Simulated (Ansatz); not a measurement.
The system is Au.

```
CELL_PARAMETERS angstrom
2.90000 0.00000 0.00000
-1.45000 2.51147 0.00000
0.00000 0.00000 4.88000
ATOMIC_POSITIONS crystal
Au 0.66667 0.33333 0.25000
Au 0.33333 0.66667 0.75000
```

This isn't the form of Au at room conditions, which is fcc.

Base run:

* Program: Ansatz 0.2.0
* Functional: PBE
* Potentials or basis: all-electron LAPW, scalar-relativistic
* Cutoff: 245 eV (chosen from the basis error)
* Basis error allowed: 0.001 eV/atom
* k mesh: 11 × 11 × 6
* Occupations: fermi-dirac, width 0.05 eV
* Spin: no spin polarisation

Its results: pressure 1.9 GPa.

Task: The run is repeated on the same cell with these changes: functional from PBE to LDA. What comes out?

Result: Pressure -10.8 GPa.

LDA binds more tightly than PBE, so the same cell stands under less pressure.
